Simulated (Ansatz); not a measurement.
# Rb: distorted cells

These are results of Ansatz 0.2.0, DFT PBEsol, scalar-relativistic, plane waves, PAW, not measurements.

Plane waves to 420 eV, a k mesh through Γ of 9×9×6 on the computed 2-atom cell and Gaussian smearing (0.10 eV); no spin polarisation.

Reference cell:

```yaml
crystal:
  lattice:
    - [5.08821, 0.00000, 0.00000]
    - [-2.54410, 4.40652, 0.00000]
    - [0.00000, 0.00000, 8.44206]
  atoms:
    - { symbol: Rb, position: [0.33333, 0.66667, 0.25000] }
    - { symbol: Rb, position: [0.66667, 0.33333, 0.75000] }
```

Each variant moves atoms of this cell by the vectors given, if any (Å), and then applies a symmetric strain (tensor components, Cartesian axes). The reference cell isn't relaxed at this level. Energies are per atom at zero smearing, counted from the lowest variant. Pressure is positive in compression.

1. strain (xx yy zz yz xz xy, %) 0.23 0.23 -2.77 0.00 0.00 0.00
2. strain (xx yy zz yz xz xy, %) -3.03 -3.03 -1.53 0.00 0.00 0.00
3. strain (xx yy zz yz xz xy, %) 1.44 1.44 -1.56 0.00 0.00 0.00

```json
{"variant": "1", "ΔE (meV/atom)": "?", "P (GPa)": "?", "largest force (eV/Å)": "?", "gap on mesh (eV)": "?", "space group": "?"}
{"variant": "2", "ΔE (meV/atom)": "0.0", "P (GPa)": "-0.04", "largest force (eV/Å)": "0.00", "gap on mesh (eV)": "0", "space group": "P6_3/mmc"}
{"variant": "3", "ΔE (meV/atom)": "8.6", "P (GPa)": "-0.25", "largest force (eV/Å)": "0.00", "gap on mesh (eV)": "0", "space group": "P6_3/mmc"}
```

**Question.** Give the withheld rows.

**Answer.**
```
variant  ΔE (meV/atom) P (GPa) largest force (eV/Å) gap on mesh (eV) space group
      1            4.1    -0.17                  0.00                 0     P6_3/mmc
```

This form isn't the element's structure at ambient conditions.